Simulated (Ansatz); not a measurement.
# HfO2 (Pnma) in Ansatz: settings compared

The runs below take HfO2 through relaxation of cell and atoms, single point, with PBE+D4, PBEsol+U, PBE.

Program: Ansatz 0.2.0. These are calculated values, not measurements. Logs are shortened: lines on timing, memory, paths and dates and some standing lists are left out, and cuts for length are marked.

## (1) Starting point

It takes space group Pnma (No. 62, orthorhombic). The conventional cell has a = 5.556 Å, b = 3.334 Å, c = 6.505 Å, α = 90.00°, β = 90.00°, γ = 90.00°. Hf (site symmetry m) is surrounded by 7 O at 2.14 to 2.27 Å. O (site symmetry m) has 4 Hf at 2.14 to 2.17 Å as nearest neighbours. O (site symmetry m) has 3 Hf at 2.16 to 2.27 Å as nearest neighbours.

Measurements of this composition are mostly on another form, of space group No. 14.

## (2) Relaxation of cell and atoms, PBE+D4

input.yaml reads:

```yaml
crystal:
  lattice:
    - [5.556395, 0.0, 0.0]
    - [0.0, 3.333597, 0.0]
    - [0.0, 0.0, 6.504995]
  atoms:
    - { symbol: Hf, position: [0.748682, 0.75, 0.607871] }
    - { symbol: Hf, position: [0.251318, 0.25, 0.392129] }
    - { symbol: Hf, position: [0.248682, 0.75, 0.892129] }
    - { symbol: Hf, position: [0.751318, 0.25, 0.107871] }
    - { symbol: O, position: [0.639499, 0.25, 0.4234] }
    - { symbol: O, position: [0.360501, 0.75, 0.5766] }
    - { symbol: O, position: [0.139499, 0.25, 0.0766] }
    - { symbol: O, position: [0.860501, 0.75, 0.9234] }
    - { symbol: O, position: [0.520794, 0.25, 0.841453] }
    - { symbol: O, position: [0.479206, 0.75, 0.158547] }
    - { symbol: O, position: [0.020794, 0.25, 0.658547] }
    - { symbol: O, position: [0.979206, 0.75, 0.341453] }
hamiltonian:
  xc: pbe
  pseudopotentials: { kind: paw }
  dispersion: d4
kpoints:
  mp_grid: { grid: [5, 8, 4] }
scf:
  occupations: { method: fermi_dirac, width: 0.05 }
output:
  forces: true
  stress: true
  eigenvalues: true
relax:
  f_tol: 0.01
  max_steps: 40
  cell: { stress_tol: 0.05 }
```

Potentials or basis: Ansatz PAW.

Run with:

```console
$ ansatz run input.yaml --threads 4 --pin off --max-ram 11264MiB --backend cpu --events-out ev --progress --plain --runs-dir out
```

Output:

```text
Warning: RAYON_NUM_THREADS=4 ignored (pool sized by the plan → 4); use --threads N
Engine: ansatz 0.2.0, aarch64-unknown-linux-gnu
Pseudopotentials: kind: paw
Pseudopotential: Hf, paw, valence charge 26, recommended cutoff 420 eV (normal), Hf.paw.azcp
Pseudopotential: O, paw, valence charge 6, recommended cutoff 420 eV (normal), O.paw.azcp
Functional definition: PBE
  parameter kappa = 0.804
  parameter beta = 0.06672455060314922
  exchange = pbe_x(kappa = kappa, mu = beta*pi^2/3)
  correlation = pbe_c(beta = beta)
Crystal: 12 atoms, lattice volume = 120.491 Å³
Basis set: ecut = 420 eV, 2361 PW (Γ), exchange–correlation on 80×48×90 points (8 copies of the dense FFT grid, shifted against one another)
Bands: 92, of which v1, the nominal top of the filled ones, is band 76 counted from 1 (75 counted from 0)
Symmetry: 8 space group operations
Space group: Pnma (ITA 62), of the structure as read, at distance tolerance 4.9e-5 Å
k-points: 45 of 160
Non-local potential: Hf, projectors of the file, l = 0: 3, l = 1: 2, l = 2: 2, l = 3: 3
Non-local potential: O, projectors of the file, l = 0: 2, l = 1: 2, l = 2: 1
PAW form: soft (Blöchl's): semilocal exchange-correlation on the pseudo side does not see the compensation charge
PAW one-centre angular grid: Hf, 590 points (default); XC on 64 Gauss nodes
PAW one-centre angular grid: O, 110 points (default); XC on 64 Gauss nodes
Initial density: superposition of atomic densities (neutral atoms: chi_scale 0, normalization atom), corrected by the library's trained network
Initial wavefunctions: pseudopotential atomic-orbital guess
Functional: x = pbe(κ = 0.804, μ = 0.2195149727645171), c = pbe(β = 0.06672455060314922)
SCF iter   1: F=—  HF=-67447.564985 eV  |F-HF|=—  |Δ(HF+E_count)|=         —  Δρ=3.92e-3  dr2=1.85e-2  ethr=1.77e-3  ⟨swp⟩=5.1  Hψ=12758  notcnv=0  defer=125
preconditioner: auto → Resta (q_TF=auto, 2.836 Å⁻¹)  ε∞=5.9  [insulator: Δε(μ)=3.421 eV  Ē_g=18.349 eV  σ=0.050 eV  W_gap=1.00  n_scr=42 (ndim 8)  ℏωp=40.6 eV  f_vac=0.000  D(μ)=0.00/eV (n_scr^D=0)  ε∞_Penn≈5.9]
SCF iter   2: F=—  HF=-67447.563306 eV  |F-HF|=—  |Δ(HF+E_count)|=   1.68e-3  Δρ=2.02e-3  dr2=3.37e-3  ethr=1.22e-5  ⟨swp⟩=2.0  Hψ=7374  notcnv=0  defer=171
SCF iter   3: F=—  HF=-67447.563681 eV  |F-HF|=—  |Δ(HF+E_count)|=   3.75e-4  Δρ=8.55e-4  dr2=1.02e-3  ethr=2.22e-6  ⟨swp⟩=2.0  Hψ=4932  notcnv=0  defer=171
SCF iter   4: F=—  HF=-67447.563707 eV  |F-HF|=—  |Δ(HF+E_count)|=   2.61e-5  Δρ=2.01e-4  dr2=3.55e-5  ethr=6.70e-7  ⟨swp⟩=2.0  Hψ=6359  notcnv=0  defer=171
SCF iter   5: F=—  HF=-67447.563555 eV  |F-HF|=—  |Δ(HF+E_count)|=   1.53e-4  Δρ=6.73e-5  dr2=4.28e-6  ethr=2.34e-8  ⟨swp⟩=2.0  Hψ=7141  notcnv=0  defer=171
SCF iter   6: F=—  HF=-67447.563555 eV  |F-HF|=—  |Δ(HF+E_count)|=   4.07e-8  Δρ=3.91e-5  dr2=1.47e-6  ethr=2.82e-9  ⟨swp⟩=2.0  Hψ=6525  notcnv=0  defer=171
SCF iter   7: F=-67447.563555 eV  HF=-67447.563555 eV  |F-HF|=1.24e-8  |Δ(HF+E_count)|=   2.34e-7  Δρ=7.77e-6  dr2=5.48e-8  ethr=6.58e-11  ⟨swp⟩=9.0  Hψ=20982  notcnv=0
SCF 1 converged in 7 iterations: F = -67447.563555 eV  dr2 = 5.48e-8
relax step   1: F+E_penalty+E_count = -67447.56355472 eV  Δ(F+E_penalty+E_count) = +0.000e0 eV  max|allowed force component| = 3.824e-2 eV/Å  Δτ_max = 0.0000 Å  P = -0.405 GPa  Ω = 120.491 Å³  (7 SCF iters, dr2 threshold 1.00e-7 eV, accepted)
Crystal: 12 atoms, lattice volume = 120.160 Å³
Basis set: ecut = 420 eV, 2353 PW (Γ), exchange–correlation on 80×48×90 points (8 copies of the dense FFT grid, shifted against one another)
Initial density: handed on by an earlier stage of this run
Initial wavefunctions: those handed on with the density
iter 1 solved again at ethr=2.35e-7 eV; its pass at ethr=3.10e-3 eV (dr2=3.57e-4 eV) is discarded
[... 55 lines left out ...]
--- Per-component energies (eV) ---
  E_band       = 473.500647
  E_kinetic    = 3091.785638
  E_local      = -21209.835342  (includes V_loc(G=0)·N_el)
  E_nonlocal   = -4588.949801
  E_hartree    = 9792.030702
  E_xc         = -1793.069231
  E_vxc        = -1822.315656  (∫ρ·V_xc dr)
  E_paw        = -28971.567711  (= ΣΔE_a)
  E_vpaw       = 5418.735275  (= ΣTr[D̂ρ^β])
  E_aug_tail   = 0.019879  (compensation charges beyond the density's cutoff)
  E_ewald      = -23765.474507
  E_disp       = -2.504297  (pairwise vdW)
  E_smearing   = -0.000000  (= −TS)
  E_closure    = -0.000000  (closes the sum)
  Σ components = -67447.564671   (vs F -67447.564671, Δ=0.00e0)
--- Forces (eV/Å), atoms counted from 1 ---
  atom   1  Hf    -0.00042841     0.00000000     0.00058470
  atom   2  Hf     0.00042841     0.00000000    -0.00058470
  atom   3  Hf    -0.00042841     0.00000000    -0.00058470
  atom   4  Hf     0.00042841    -0.00000000     0.00058470
  atom   5  O      0.00197896     0.00000000    -0.00081363
  atom   6  O     -0.00197896     0.00000000     0.00081363
  atom   7  O      0.00197896     0.00000000     0.00081363
  atom   8  O     -0.00197896     0.00000000    -0.00081363
  atom   9  O     -0.00023019    -0.00000000    -0.00023648
  atom  10  O      0.00023019    -0.00000000     0.00023648
  atom  11  O     -0.00023019     0.00000000     0.00023648
  atom  12  O      0.00023019    -0.00000000    -0.00023648
  max |Σ_I F_I| component: 5.20e-18 eV/Å
--- Stress (GPa, compression-positive) ---
       -0.018355       0.000000       0.000000
        0.000000      -0.027372       0.000000
        0.000000       0.000000      -0.025842
  P = ⅓ Tr σ = -0.0239 GPa (-0.239 kbar)
--- Band table (eV; the first three rows and the last of 45) ---
  k-point 0: bands = ["-43.2229", "-43.2040", "-43.2039", "-43.1996", "-12.3159", "-12.1663", "-12.1053", "-11.9917", "-11.9263", "-11.8629", "-11.8421", "-11.7686", "-11.7619", "-11.7490", "-11.7401", "-11.7220", "-1.3316", "0.3278", "0.3322", "0.8562", "1.1700", "1.1934", "1.2483", "1.4365", "6.8644", "6.8821", "6.8865", "6.8900", "6.8938", "6.8939", "6.8953", "6.9009", "6.9013", "6.9020", "6.9034", "6.9097", "6.9105", "6.9111", "6.9159", "6.9195", "6.9196", "6.9235", "6.9332", "6.9354", "6.9383", "6.9440", "6.9447", "6.9469", "6.9517", "6.9606", "6.9756", "6.9781", "12.2963", "12.3652", "12.8179", "12.9713", "13.1088", "13.5284", "13.5521", "13.5924", "13.9294", "14.0876", "14.1589", "14.3361", "14.8996", "15.0685", "15.1004", "15.5478", "15.6583", "15.9406", "16.2513", "16.6594", "16.6843", "17.1763", "17.4417", "17.4901", "20.9224", "21.8805", "21.9472", "22.4972", "23.0944", "23.3152", "23.3788", "24.0661", "24.1780", "24.2357", "24.3847", "24.6139", "24.6304", "25.0835", "25.1364", "25.3563"]
  k-point 1: bands = ["-43.2210", "-43.2095", "-43.2005", "-43.1994", "-12.2823", "-12.1222", "-12.0817", "-12.0612", "-11.9103", "-11.8506", "-11.8329", "-11.8172", "-11.7827", "-11.7462", "-11.7382", "-11.7361", "-1.1393", "-0.0241", "0.4220", "0.8242", "1.2302", "1.2481", "1.2541", "1.4186", "6.8659", "6.8803", "6.8888", "6.8906", "6.8946", "6.8971", "6.8993", "6.9020", "6.9055", "6.9055", "6.9056", "6.9098", "6.9103", "6.9104", "6.9155", "6.9171", "6.9251", "6.9258", "6.9262", "6.9302", "6.9383", "6.9396", "6.9433", "6.9434", "6.9473", "6.9556", "6.9822", "6.9883", "12.1315", "12.2353", "12.6855", "12.7626", "13.2432", "13.3555", "13.7382", "13.8960", "13.9901", "14.1205", "14.4840", "14.6624", "14.6918", "15.0273", "15.1758", "15.3608", "15.6346", "16.0572", "16.3628", "16.5093", "16.8931", "17.0524", "17.1698", "17.3148", "21.2460", "21.9280", "22.0242", "22.6045", "22.9081", "23.0594", "23.1961", "23.4601", "24.3769", "24.3876", "24.5467", "24.8208", "24.8209", "24.9226", "25.2976", "25.5587"]
  k-point 2: bands = ["-43.2159", "-43.2159", "-43.1993", "-43.1993", "-12.1949", "-12.1949", "-12.0167", "-12.0167", "-11.9446", "-11.9446", "-11.8095", "-11.8095", "-11.7791", "-11.7791", "-11.7405", "-11.7405", "-0.6367", "-0.6367", "0.6361", "0.6361", "1.2580", "1.2580", "1.3599", "1.3599", "6.8717", "6.8717", "6.8919", "6.8919", "6.8995", "6.8995", "6.9049", "6.9049", "6.9056", "6.9056", "6.9082", "6.9082", "6.9093", "6.9093", "6.9185", "6.9185", "6.9221", "6.9221", "6.9302", "6.9302", "6.9393", "6.9393", "6.9422", "6.9422", "6.9427", "6.9427", "6.9914", "6.9914", "12.0561", "12.0561", "12.5817", "12.5817", "13.5972", "13.5972", "13.6616", "13.6616", "14.1233", "14.1233", "14.6139", "14.6139", "14.8857", "14.8857", "15.5803", "15.5803", "15.8884", "15.8884", "16.1952", "16.1952", "16.9381", "16.9381", "17.1099", "17.1099", "21.7871", "21.7871", "22.5212", "22.5212", "22.7763", "22.7763", "22.8956", "22.8956", "24.4499", "24.4499", "24.5557", "24.5557", "25.3665", "25.3665", "25.6709", "25.6709"]
  k-point 44: bands = ["-43.1974", "-43.1974", "-43.1939", "-43.1939", "-12.2868", "-12.2868", "-12.2430", "-12.2430", "-11.9245", "-11.9245", "-11.9241", "-11.9241", "-11.8306", "-11.8306", "-11.8022", "-11.8022", "0.3986", "0.3986", "0.4796", "0.4796", "1.0843", "1.0843", "1.0899", "1.0899", "6.8830", "6.8830", "6.8835", "6.8835", "6.9042", "6.9042", "6.9051", "6.9051", "6.9083", "6.9083", "6.9143", "6.9143", "6.9187", "6.9187", "6.9223", "6.9223", "6.9271", "6.9271", "6.9297", "6.9297", "6.9390", "6.9390", "6.9463", "6.9463", "6.9533", "6.9533", "6.9554", "6.9554", "12.0227", "12.0227", "12.1976", "12.1976", "12.9747", "12.9747", "13.0501", "13.0501", "14.0837", "14.0837", "14.5833", "14.5833", "15.8374", "15.8374", "15.8809", "15.8809", "16.1809", "16.1809", "16.2739", "16.2739", "16.7281", "16.7281", "16.7953", "16.7953", "23.1144", "23.1144", "23.5772", "23.5772", "23.7425", "23.7425", "23.9119", "23.9119", "24.7618", "24.7618", "25.0918", "25.0918", "25.4068", "25.4068", "25.4086", "25.4086"]
--- Relaxed structure (5 steps of the walk, 5 accepted, 1 SCFs on fresh bases) ---
  F+E_penalty+E_count = -67447.56467086 eV   max|allowed force component| = 1.979e-3 eV/Å   (the final SCF, on the basis selected at the relaxed cell)
  cell:  # Å, volume = 120.1517 Å³
    - [5.555656032496621, 0.0, 0.0]
    - [0.0, 3.3280798985607363, 0.0]
    - [0.0, 0.0, 6.498315084228124]
  atoms:
    - { symbol: Hf, position: [0.7482239814483599, 0.75, 0.6088680398495082] }
    - { symbol: Hf, position: [0.25177601855164017, 0.25, 0.3911319601504918] }
    - { symbol: Hf, position: [0.24822398144835986, 0.75, 0.8911319601504918] }
    - { symbol: Hf, position: [0.7517760185516404, 0.25, 0.10886803984950816] }
    - { symbol: O, position: [0.6398129797224034, 0.25, 0.423929535820061] }
    - { symbol: O, position: [0.3601870202775968, 0.75, 0.576070464179939] }
    - { symbol: O, position: [0.13981297972240322, 0.25, 0.076070464179939] }
    - { symbol: O, position: [0.8601870202775969, 0.75, 0.9239295358200608] }
    - { symbol: O, position: [0.5217065123303135, 0.25, 0.8407038707530963] }
    - { symbol: O, position: [0.4782934876696866, 0.75, 0.1592961292469038] }
    - { symbol: O, position: [0.021706512330313548, 0.25, 0.6592961292469038] }
    - { symbol: O, position: [0.9782934876696864, 0.75, 0.34070387075309627] }
```

It took 64 s on 4 threads of Arm Neoverse V1, shared host; peak memory 0.79 GiB.

What came out:

```
Free energy                            : -67447.5647 eV
Relaxed volume                         : 10.01 Å³/atom
Relaxed cell                           : a = 5.556 Å, b = 3.328 Å, c = 6.498 Å, α = 90.00°, β = 90.00°, γ = 90.00°
Space group after relaxing (to 0.05 Å) : Pnma (No. 62)
Energy gained by relaxing              : 0.1 meV/atom
Ionic steps                            : 6
Pressure after relaxing                : 0.0 GPa
Band gap on the k mesh                 : 3.43 eV, direct
```

Forces on the atoms (eV/Å):
```
Hf   0.000  0.000  0.001
Hf   0.000  0.000 -0.001
Hf   0.000  0.000 -0.001
Hf   0.000  0.000  0.001
O    0.002  0.000 -0.001
O   -0.002  0.000  0.001
O    0.002  0.000  0.001
O   -0.002  0.000 -0.001
O    0.000  0.000  0.000
O    0.000  0.000  0.000
O    0.000  0.000  0.000
O    0.000  0.000  0.000
```

The path:
```tsv
step	energy change (eV)	largest force (eV/Å)	volume (Å³)
1	0.0000	0.0384	120.49
2	-0.0023	0.0561	120.16
3	-0.0023	0.0314	120.23
4	-0.0027	0.0129	120.22
5	-0.0032	0.0021	120.15
6	-0.0011	0.0021	120.15
```

Final structure:
```yaml
crystal:
  lattice:
    - [5.55566, 0.00000, 0.00000]
    - [0.00000, 3.32808, 0.00000]
    - [0.00000, 0.00000, 6.49832]
  atoms:
    - { symbol: Hf, position: [0.74822, 0.75000, 0.60887] }
    - { symbol: Hf, position: [0.25178, 0.25000, 0.39113] }
    - { symbol: Hf, position: [0.24822, 0.75000, 0.89113] }
    - { symbol: Hf, position: [0.75178, 0.25000, 0.10887] }
    - { symbol: O, position: [0.63981, 0.25000, 0.42393] }
    - { symbol: O, position: [0.36019, 0.75000, 0.57607] }
    - { symbol: O, position: [0.13981, 0.25000, 0.07607] }
    - { symbol: O, position: [0.86019, 0.75000, 0.92393] }
    - { symbol: O, position: [0.52171, 0.25000, 0.84070] }
    - { symbol: O, position: [0.47829, 0.75000, 0.15930] }
    - { symbol: O, position: [0.02171, 0.25000, 0.65930] }
    - { symbol: O, position: [0.97829, 0.75000, 0.34070] }
```

Caveat: odd divisions of the mesh miss points on the zone boundary, where band edges often lie, so the gap on the mesh can be too wide; the plane-wave basis is chosen anew once the cell has moved, so the energies of steps on either side of that aren't comparable; the pressure holds a Pulay correction of +0.9 GPa for the finite cutoff; spin-orbit coupling is left out, which moves the levels of the heavy elements. PBE gaps usually lie below the measured ones, often by a third to a half.

[end of part 1 of 2]
